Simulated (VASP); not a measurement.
## From one sheet to two: InSe monolayer

Aim: relax InSe monolayer, place its levels against the vacuum, then find how two sheets stack and bind.

Program: VASP 6.6.1. Level of theory: r2SCAN with rVV10; plane waves and PAW (In, Se). Results are calculated unless marked as measured.

Report form: the programs' logs are mostly left out.

## (1) Set-up

The cell holds 4 atoms: 2 In and 2 Se. Its edges and angles: a = 4.090 Å, b = 4.090 Å, c = 22.000 Å, α = 90.0°, β = 90.0°, γ = 120.0°. Vacuum lies along c.

Structure file:

```cif
data_structure
_symmetry_space_group_name_H-M 'P 1'
_symmetry_Int_Tables_number 1
_cell_length_a 4.0900
_cell_length_b 4.0900
_cell_length_c 22.0000
_cell_angle_alpha 90.000
_cell_angle_beta 90.000
_cell_angle_gamma 120.000
_cell_volume 318.71
loop_
_atom_site_label
_atom_site_type_symbol
_atom_site_fract_x
_atom_site_fract_y
_atom_site_fract_z
_atom_site_occupancy
In1 In 0.33333 0.66667 0.43568 1
In2 In 0.33333 0.66667 0.56432 1
Se3 Se 0.66667 0.33333 0.37750 1
Se4 Se 0.66667 0.33333 0.62250 1
```

## (2) Relaxing the monolayer

The sheet's cell relaxes in its plane with the atoms, while the vacuum is kept.

Input file INCAR:

```
SYSTEM = InSe
PREC = Normal
ENCUT = 350
EDIFF = 1E-06
NELM = 120
ISMEAR = 0
SIGMA = 0.03
LREAL = .FALSE.
ALGO = Normal
METAGGA = R2SCAN
LUSE_VDW = .TRUE.
IVDW_NL = 2
BPARAM = 11.95
CPARAM = 0.0093
LASPH = .TRUE.
NBANDS = 15
LORBIT = 11
LWAVE = .FALSE.
LCHARG = .FALSE.
KPAR = 4
IBRION = 2
NSW = 50
ISIF = 3
EDIFFG = -0.015
POTIM = 0.4
IDIPOL = 3
LDIPOL = .TRUE.
DIPOL = 0.5 0.5 0.5
LATTICE_CONSTRAINTS = .TRUE. .TRUE. .FALSE.
```

Input file POSCAR:

```
InSe
1.0
    4.0900000000      0.0000000000      0.0000000000
   -2.0450000000      3.5420439015      0.0000000000
    0.0000000000      0.0000000000     22.0000000000
In Se
2 2
Direct
    0.3333333333      0.6666666667      0.4356818182
    0.3333333333      0.6666666667      0.5643181818
    0.6666666667      0.3333333333      0.3775000000
    0.6666666667      0.3333333333      0.6225000000
```

Input file KPOINTS:

```
Automatic mesh
0
Gamma
9 9 1
0 0 0
```

PAW data sets: In and Se (PBE family, release 64).

Launch:

```sh
> mpirun -np 4 vasp_std
```

The job ended after 5.1 min (4 MPI ranks of Intel Xeon 6975P-C (Granite Rapids), shared host; peak memory 1.6 GiB; 19 min of CPU time).

The gap is read on the k-mesh alone, so it is an upper bound where the band edges lie off the mesh. The PAW data sets were made with PBE, which is usual practice but a small mismatch for other functionals. The data set In keeps the semicore shell frozen, which is cheaper and a little less accurate. The run keeps the 12 symmetry operations of its start, so it cannot find a distortion of lower symmetry.

The steps of the relaxation:

| step | energy less that of the first step (eV) | largest force (eV/Å) | pressure (GPa) | volume (Å³) |
| --- | --- | --- | --- | --- |
| 1 | 0.0000 | 0.2368 | -0.76 | 318.71 |
| 2 | -0.0261 | 0.3183 | -0.05 | 308.77 |
| 3 | -0.0263 | 0.2907 | -0.11 | 309.55 |
| 4 | -0.0313 | 0.1443 | -0.07 | 308.19 |
| 5 | -0.0327 | 0.0379 | -0.04 | 307.04 |
| 6 | -0.0327 | 0.0394 | -0.04 | 306.99 |
| 7 | -0.0329 | 0.0353 | -0.03 | 307.11 |
| 8 | -0.0332 | 0.0198 | -0.02 | 307.47 |
| 9 | -0.0333 | 0.0146 | 0.02 | 308.19 |

| cell as run | before | after | change |
| --- | --- | --- | --- |
| a (Å) | 4.090 | 4.022 | -1.7 % |
| b (Å) | 4.090 | 4.022 | -1.7 % |

The atoms that moved most (Å, along periodic axes as changes of fractional coordinates times the final cell, across vacuum about the mean position):

| atom | dx | dy | dz | length |
| --- | --- | --- | --- | --- |
| In1 | 0.000 | 0.000 | 0.026 | 0.026 |
| In2 | 0.000 | 0.000 | -0.026 | 0.026 |
| Se4 | 0.000 | 0.000 | -0.024 | 0.024 |
| Se3 | 0.000 | 0.000 | 0.024 | 0.024 |

The relaxed structure:

```xyz
4
Lattice="4.0219 0.0000 0.0000 -2.0110 3.4831 0.0000 0.0000 0.0000 22.0000" Properties=species:S:1:pos:R:3
In    0.0000    2.3221    9.6115
In    0.0000    2.3221   12.3885
Se    2.0110    1.1610    8.3293
Se    2.0110    1.1610   13.6707
```

Numbers from this step:

```yaml
electronic_steps: 81
electrons: 18
free_energy_toten: -75.6301 eV
fermi_energy: -3.022 eV
metallic: no
dipole_moment: 0, 0, 0 e·Å
gap_on_the_k_mesh: 2.037 eV
least_direct_gap_on_the_k_mesh: 2.095 eV
```

The run ended after 9 ionic steps, 0.033 eV below its first step, once forces and stress met EDIFFG = -0.015.

## (3) A second relaxation

The plane waves were chosen for the start cell, so the relaxation is repeated from its end.

Changes to INCAR since step 2:

```diff
@@ -21,3 +21,3 @@
 IBRION = 2
-NSW = 50
+NSW = 30
 ISIF = 3
```

Input file POSCAR:

```
InSe
1.0
    4.0219178304      0.0000000000      0.0000000000
   -2.0109589152      3.4830830130      0.0000000000
    0.0000000000      0.0000000000     22.0000000000
In Se
2 2
Direct
    0.3333333333      0.6666666667      0.4368861670
    0.3333333333      0.6666666667      0.5631138330
    0.6666666667      0.3333333333      0.3786062281
    0.6666666667      0.3333333333      0.6213937719
```

KPOINTS is that of step 2.

Launch:

```sh
> mpirun -np 4 vasp_std
```

It took 63 s on 4 MPI ranks; peak memory 1.4 GiB; 3.3 min of CPU time.

Little changed from the start: no atom moved by 0.005 Å and no cell edge by 0.1 %.

Numbers from this step:

* electronic steps: 23
* free energy (TOTEN): -75.6292 eV
* Fermi energy: -3.026 eV

The start already met the threshold, so nothing moved.

## (4) Potential and states of the slab

A static run writes the electrostatic potential without exchange and correlation (LVHAR), which is flat in the vacuum and gives the level to count from. The dipole correction cancels the field that unlike faces would set up across the vacuum.

Input file INCAR:

```
SYSTEM = InSe
PREC = Normal
ENCUT = 350
EDIFF = 1E-06
NELM = 120
ISMEAR = 0
SIGMA = 0.03
LREAL = .FALSE.
ALGO = Normal
METAGGA = R2SCAN
LUSE_VDW = .TRUE.
IVDW_NL = 2
BPARAM = 11.95
CPARAM = 0.0093
LASPH = .TRUE.
NBANDS = 15
LORBIT = 11
LWAVE = .FALSE.
LCHARG = .TRUE.
IDIPOL = 3
LDIPOL = .TRUE.
DIPOL = 0.5 0.5 0.5
LVHAR = .TRUE.
LVACPOTAV = .TRUE.
NEDOS = 1500
LELF = .TRUE.
```

POSCAR is that of step 3.

KPOINTS is that of step 3.

Input file KPOINTS_OPT:

```
Line mode
14
Line-mode
Reciprocal
  0.00000000   0.00000000   0.00000000 GAMMA
  0.50000000   0.00000000   0.00000000 M

  0.50000000   0.00000000   0.00000000 M
  0.33333333   0.33333333   0.00000000 K

  0.33333333   0.33333333   0.00000000 K
  0.00000000   0.00000000   0.00000000 GAMMA
```

Launch:

```sh
> mpirun -np 4 vasp_std
```

The job ended after 45 s (4 MPI ranks; peak memory 0.76 GiB).

This step gave:

- Fermi energy: -3.028 eV
- least gap on mesh and path: 2.030 eV
- least direct gap on mesh and path: 2.095 eV
- vacuum levels: 3.135, 3.135 eV
- ionisation potentials of the upper and lower face: 6.293, 6.293 eV
- electron affinities of the upper and lower face: 4.263, 4.263 eV

The electronic bands at the labelled points (eV, zero at the valence-band top; v1 is the highest filled band, c1 the lowest empty one):

| point | v4 | v3 | v2 | v1 | c1 | c2 | c3 | c4 |
| --- | --- | --- | --- | --- | --- | --- | --- | --- |
| Γ | -0.55 | -0.47 | -0.47 | -0.07 | 2.03 | 3.32 | 5.41 | 5.41 |
| 0.46 of the way | -1.79 | -1.08 | -0.94 | -0.06 | 3.17 | 3.36 | 5.25 | 5.42 |
| M | -1.62 | -1.60 | -1.44 | -0.98 | 2.55 | 2.72 | 4.62 | 4.93 |
| 0.46 of the way | -2.21 | -1.98 | -1.43 | -0.98 | 2.87 | 3.21 | 4.73 | 5.21 |
| K | -2.90 | -1.82 | -1.34 | -1.14 | 2.76 | 3.56 | 4.37 | 5.48 |
| 0.46 of the way | -1.85 | -1.73 | -1.60 | -0.20 | 3.51 | 3.52 | 4.67 | 5.80 |
| Γ | -0.55 | -0.47 | -0.47 | -0.07 | 2.03 | 3.32 | 5.41 | 5.41 |

Of the projections kept (In, Se), the largest for each band there; the rest of the weight can lie on other orbitals:

| point | v4 | v3 | v2 | v1 | c1 | c2 | c3 | c4 |
| --- | --- | --- | --- | --- | --- | --- | --- | --- |
| Γ | Se 0.76 | Se 0.78 | Se 0.78 | Se 0.64 | In 0.51 | In 0.77 | In 0.89 | In 0.89 |
| M | Se 0.64 | Se 0.72 | Se 0.68 | In 0.62 | In 0.61 | In 0.66 | In 0.77 | In 0.76 |
| K | Se 0.60 | Se 0.68 | Se 0.77 | In 0.75 | In 0.68 | In 0.66 | In 0.61 | In 0.68 |
| Γ | Se 0.76 | Se 0.78 | Se 0.78 | Se 0.64 | In 0.51 | In 0.77 | In 0.89 | In 0.89 |

Zero at the Fermi level. Planar average of the electrostatic potential against height:

| height (Å) | planar average of the electrostatic potential (eV) |
| --- | --- |
| 0 | 6.16 |
| 1 | 6.16 |
| 2 | 6.16 |
| 3 | 6.16 |
| 4 | 6.16 |
| 5 | 6.16 |
| 6 | 6.13 |
| 7 | 5.43 |
| 8 | -3.77 |
| 9 | -6.56 |
| 10 | -4.10 |
| 11 | 3.22 |
| 12 | -4.10 |
| 13 | -6.56 |
| 14 | -3.77 |
| 15 | 5.43 |
| 16 | 6.13 |
| 17 | 6.16 |
| 18 | 6.16 |
| 19 | 6.16 |
| 20 | 6.16 |
| 21 | 6.16 |

Density of states in the PAW spheres, an atom over height of the layer and energy from the Fermi level.

Ten even steps from '0' (0.00 states/eV) to '9' (1.24 states/eV), each cell a mean:
```
0000
1111
2222
3223
6446
9449
8448
3223
4444
2222
1111
0000
0110
1331
0110
2882
1441
0000
0000
0000
0000
0000
```
Columns: height of the layer (Å) from 8.3 to 13.7 (not evenly spaced); rows upwards: energy from the Fermi level (eV) from -7.9 to 0.5.

ELF in the ca plane at fractional y = 0.333, with atoms of Se within 0.2 Å of it. It is the smooth field of the valence electrons, not physical close to the nuclei.

Ten even steps from '0' (0.00) to '9' (0.92), each cell a mean:
```
00000000000000125788888753222224688888753100
00000000000200247899988852100025788899975210
00000000000001368999768863000025787689986411
00000000000001368999557863000025786589986410
00000000000001358999778863000025787799986310
00000000000000246899998852100125789999875210
00000000000000024678888643233234678887642100
00000000000000001234555545555554555543210000
00000000000000000000123456777776432100000000
00000000000000000001223456777765433210000000
00000000000000001245666544455544566654310000
```
Columns run along c (16.0 Å, from fractional 0.04 to 0.77 of the cell), rows up along a (4.0 Å). Atoms in or near the plane, at fractional coordinates: Se at (0.38, 0.67), Se at (0.62, 0.67).

Valence density in the ca plane at fractional y = 0.333, with atoms of Se within 0.2 Å of it. It is the smooth field of the valence electrons, not physical close to the nuclei.

Ten even steps from '0' (-0.07 e/Å³) to '9' (0.84 e/Å³), each cell a mean:
```
00000000000000001123554321111111245543110000
00000000000000001247998521111112368996311000
00000000000000001379659631111112488479521000
00000000000000001379208731110112486049521000
00000000000000001269769631111112478689421000
00000000000000001247887421111112358886311000
00000000000000000123454321111111234542110000
00000000000000000111222221111111222221100000
00000000000000000011111221111112221111000000
00000000000000000011111221111112221111000000
00000000000000000111222221111111222221100000
```
Columns run along c (16.0 Å, from fractional 0.04 to 0.77 of the cell), rows up along a (4.0 Å). Atoms in or near the plane, at fractional coordinates: Se at (0.38, 0.67), Se at (0.62, 0.67).

The map of layer states is cut here 0.5 eV above the Fermi level, so it leaves out the states above that.

The vacuum level lies 6.29 eV above the highest filled level at the upper face; both faces agree, as the slab has next to no dipole.

The program found no field-free point at its default tolerance, but its printed level agrees with the flat part of the planar average.

## (5) The slab in a field, field -0.1

A field across the slab, with the atoms held, gives the electronic response: the dipole changes linearly with the field, and the energy has a linear term from the slab's own dipole and a quadratic one from its polarisability.

Changes to INCAR since step 4:

```diff
@@ -18,3 +18,4 @@
 LWAVE = .FALSE.
-LCHARG = .TRUE.
+LCHARG = .FALSE.
+KPAR = 4
 IDIPOL = 3
@@ -22,5 +23,2 @@
 DIPOL = 0.5 0.5 0.5
-LVHAR = .TRUE.
-LVACPOTAV = .TRUE.
-NEDOS = 1500
-LELF = .TRUE.
+EFIELD = -0.1
```

POSCAR is that of step 4.

KPOINTS is that of step 4.

Launch:

```sh
> mpirun -np 4 vasp_std
```

Run time: 64 s. Hardware: 4 MPI ranks; peak memory 1.4 GiB; 3.3 min of CPU time.

Numbers from this step:

```
free energy (TOTEN) : -75.6320 eV
Fermi energy        : -3.033 eV
dipole moment       : 0, 0, -0.05518 e·Å
```

VASP counts the dipole in electrons times Å, so a positive number points the physical dipole along −c. A positive EFIELD is likewise a physical field along −c.

Energy at zero smearing: -75.63199 eV.

## (6) The slab in a field, field 0.1

Changes to INCAR since step 5:

```diff
@@ -23,2 +23,2 @@
 DIPOL = 0.5 0.5 0.5
-EFIELD = -0.1
+EFIELD = 0.1
```

POSCAR is that of step 5.

KPOINTS is that of step 5.

Launch:

```sh
> mpirun -np 4 vasp_std
```

Elapsed: 63 s, on 4 MPI ranks; peak memory 1.4 GiB.

This step gave:

```yaml
dipole_moment: 0, 0, 0.05518 e·Å
```

Energy at zero smearing: -75.63199 eV.

## (7) With spin-orbit coupling

This step: r2SCAN with rVV10, spin-orbit coupling; plane waves and PAW (In, Se) (VASP 6.6.1).

For heavy elements spin-orbit coupling shifts the highest filled levels.

Changes to INCAR since step 6:

```diff
@@ -15,4 +15,7 @@
 LASPH = .TRUE.
-NBANDS = 15
-LORBIT = 11
+LNONCOLLINEAR = .TRUE.
+MAGMOM = 0 0 0 0 0 0 0 0 0 0 0 0
+NBANDS = 30
+GGA_COMPAT = .FALSE.
+LSORBIT = .TRUE.
 LWAVE = .FALSE.
@@ -23,2 +26 @@
 DIPOL = 0.5 0.5 0.5
-EFIELD = 0.1
```

POSCAR is that of step 6.

KPOINTS is that of step 6.

KPOINTS_OPT is that of step 4.

Launch:

```sh
> mpirun -np 4 vasp_ncl
```

The job ended after 18 min (4 MPI ranks; peak memory 2.9 GiB).

The electronic loop did not meet EDIFF within NELM cycles, so this run is left out of the comparison.

## (8) A rigid stacking

This step: r2SCAN with rVV10; plane waves and PAW (In, Se) (VASP 6.6.1).

System of this step: bilayer of InSe monolayer. The cell holds 8 atoms: 4 In and 4 Se. Its edges and angles: a = 4.022 Å, b = 4.022 Å, c = 30.783 Å, α = 90.0°, β = 90.0°, γ = 120.0°. upper sheet same orientation, shifted by (0.00, 0.00). Vacuum lies along c.

Two rigid sheets are set at a typed distance in several high-symmetry stackings, to find where to start. The upper sheet is shifted or turned in the plane and never flipped over.

Changes to INCAR since step 7:

```diff
@@ -3,3 +3,3 @@
 ENCUT = 350
-EDIFF = 1E-06
+EDIFF = 1E-05
 NELM = 120
@@ -15,7 +15,4 @@
 LASPH = .TRUE.
-LNONCOLLINEAR = .TRUE.
-MAGMOM = 0 0 0 0 0 0 0 0 0 0 0 0
-NBANDS = 30
-GGA_COMPAT = .FALSE.
-LSORBIT = .TRUE.
+NBANDS = 26
+LORBIT = 11
 LWAVE = .FALSE.
```

Input file POSCAR:

```
InSe
1.0
    4.0219178304      0.0000000000      0.0000000000
   -2.0109589152      3.4830830130      0.0000000000
    0.0000000000      0.0000000000     30.7826519272
In Se
4 4
Direct
    0.3333333300      0.6666666700      0.3177815400
    0.3333333300      0.6666666700      0.4079949800
    0.3333333300      0.6666666700      0.5920050200
    0.3333333300      0.6666666700      0.6822184600
    0.6666666700      0.3333333300      0.2761295600
    0.6666666700      0.3333333300      0.4496469600
    0.6666666700      0.3333333300      0.5503530400
    0.6666666700      0.3333333300      0.7238704400
```

KPOINTS is that of step 7.

Launch:

```sh
> mpirun -np 4 vasp_std
```

Wall time 73 s (4 MPI ranks); peak memory 1.7 GiB; 4.8 min of CPU time.

Numbers from this step:

| Quantity | Value |
| --- | --- |
| electronic steps | 21 |
| electrons | 36 |
| free energy (TOTEN) | -151.1717 eV |
| Fermi energy | -1.066 eV |
| dipole moment | 0, 0, 0 e·Å |
| gap on the k-mesh | 1.180 eV |
| least direct gap on the k-mesh | 1.249 eV |

Force by atom:

| atom | x (eV/Å) | y (eV/Å) | z (eV/Å) | size |
| --- | --- | --- | --- | --- |
| In1 | 0.000 | 0.000 | -0.021 | 0.021 |
| In2 | 0.000 | 0.000 | -0.192 | 0.192 |
| In3 | 0.000 | 0.000 | 0.192 | 0.192 |
| In4 | 0.000 | 0.000 | 0.021 | 0.021 |
| Se5 | 0.000 | 0.000 | -0.013 | 0.013 |
| Se6 | 0.000 | 0.000 | -0.571 | 0.571 |
| Se7 | 0.000 | 0.000 | 0.571 | 0.571 |
| Se8 | 0.000 | 0.000 | 0.013 | 0.013 |

Energy at zero smearing: -151.17173 eV.

## (9) A rigid stacking

INCAR is that of step 8.

Input file POSCAR:

```
InSe
1.0
    4.0219178304      0.0000000000      0.0000000000
   -2.0109589152      3.4830830130      0.0000000000
    0.0000000000      0.0000000000     30.7826519272
In Se
4 4
Direct
    0.3333333300      0.6666666700      0.3177815400
    0.3333333300      0.6666666700      0.4079949800
    0.6666666700      0.3333333300      0.5920050200
    0.6666666700      0.3333333300      0.6822184600
    0.6666666700      0.3333333300      0.2761295600
    0.6666666700      0.3333333300      0.4496469600
    0.0000000000      1.0000000000      0.5503530400
    0.0000000000      1.0000000000      0.7238704400
```

KPOINTS is that of step 8.

Launch:

```sh
> mpirun -np 4 vasp_std
```

It took 69 s on 4 MPI ranks; peak memory 1.7 GiB; 4.5 min of CPU time.

Energy at zero smearing: -151.46500 eV.

## (10) A rigid stacking

INCAR is that of step 9.

Changes to POSCAR since step 9:

```diff
@@ -14,3 +14,3 @@
     0.6666666700      0.3333333300      0.4496469600
-    0.0000000000      1.0000000000      0.5503530400
-    0.0000000000      1.0000000000      0.7238704400
+    0.3333333300      0.6666666700      0.5503530400
+    0.3333333300      0.6666666700      0.7238704400
```

KPOINTS is that of step 9.

Launch:

```sh
> mpirun -np 4 vasp_std
```

Run time: 69 s. Hardware: 4 MPI ranks; peak memory 1.7 GiB; 4.5 min of CPU time.

Energy at zero smearing: -151.46365 eV.

## (11) A rigid stacking

INCAR is that of step 10.

Input file POSCAR:

```
InSe
1.0
    4.0219178304      0.0000000000      0.0000000000
   -2.0109589152      3.4830830130      0.0000000000
    0.0000000000      0.0000000000     30.7826519272
In Se
4 4
Direct
    0.3333333300      0.6666666700      0.3177815400
    0.3333333300      0.6666666700      0.4079949800
    0.0000000000      1.0000000000      0.5920050200
    0.0000000000      1.0000000000      0.6822184600
    0.6666666700      0.3333333300      0.2761295600
    0.6666666700      0.3333333300      0.4496469600
    0.6666666700      0.3333333300      0.5503530400
    0.6666666700      0.3333333300      0.7238704400
```

KPOINTS is that of step 10.

Launch:

```sh
> mpirun -np 4 vasp_std
```

Wall time 72 s (4 MPI ranks); peak memory 1.7 GiB; 4.8 min of CPU time.

Energy at zero smearing: -151.17537 eV.

## (12) A rigid stacking

INCAR is that of step 11.

Input file POSCAR:

```
InSe
1.0
    4.0219178304      0.0000000000      0.0000000000
   -2.0109589152      3.4830830130      0.0000000000
    0.0000000000      0.0000000000     30.7826519272
In Se
4 4
Direct
    0.3333333300      0.6666666700      0.3177815400
    0.3333333300      0.6666666700      0.4079949800
    0.3333333300      0.6666666700      0.5920050200
    0.3333333300      0.6666666700      0.6822184600
    0.6666666700      0.3333333300      0.2761295600
    0.6666666700      0.3333333300      0.4496469600
    1.0000000000      0.0000000000      0.5503530400
    1.0000000000      0.0000000000      0.7238704400
```

KPOINTS is that of step 11.

Launch:

```sh
> mpirun -np 4 vasp_std
```

The job ended after 69 s (4 MPI ranks; peak memory 1.7 GiB).

Energy at zero smearing: -151.46348 eV.

## (13) Relaxing the bilayer

The lowest stacking relaxes at the monolayer's lattice.

Changes to INCAR since step 12:

```diff
@@ -3,3 +3,3 @@
 ENCUT = 350
-EDIFF = 1E-05
+EDIFF = 1E-07
 NELM = 120
@@ -20,2 +20,8 @@
 KPAR = 4
+IBRION = 2
+NSW = 70
+ISIF = 2
+EDIFFG = -0.004
+POTIM = 0.8
+MAXMIX = 40
 IDIPOL = 3
```

Input file POSCAR:

```
InSe
1.0
    4.0219178304      0.0000000000      0.0000000000
   -2.0109589152      3.4830830130      0.0000000000
    0.0000000000      0.0000000000     30.7826519272
In Se
4 4
Direct
    0.3333333300      0.6666666700      0.3177815400
    0.3333333300      0.6666666700      0.4079949800
    0.6666666700      0.3333333300      0.5920050200
    0.6666666700      0.3333333300      0.6822184600
    0.6666666700      0.3333333300      0.2761295600
    0.6666666700      0.3333333300      0.4496469600
    0.0000000000      1.0000000000      0.5503530400
    0.0000000000      1.0000000000      0.7238704400
```

KPOINTS is that of step 12.

Launch:

```sh
> mpirun -np 4 vasp_std
```

Run time: 5.5 min. Hardware: 4 MPI ranks; peak memory 1.8 GiB.

The run keeps the 6 symmetry operations of its start, so it cannot find a distortion of lower symmetry.

No atom moved by 0.005 Å in the relaxation.

This step gave:

```yaml
electronic_steps: 82
free_energy_toten: -151.4651 eV
fermi_energy: -1.292 eV
dipole_moment: 0, 0, 9.20e-5 e·Å
gap_on_the_k_mesh: 1.487 eV
least_direct_gap_on_the_k_mesh: 1.521 eV
```

The run ended after 7 ionic steps, 0.000 eV below its first step, once the forces on the free atoms met EDIFFG = -0.004.

(Part 1 of 2 ends here.)

[Lines on the potential files, build, host, timing and source positions are cut from VASP's logs without a mark.]

[Logs are printed without paths, hosts, clocks, repeated set-up lines and the standing remarks that a program may print on its own settings, such as how far it seeks lower states.]

[Hosts, paths, dates, database ids (printed as entryN), source tags and the programs' standing remarks are cut or masked in the printed files.]

[Runs that stopped without an error message from VASP are left out.]
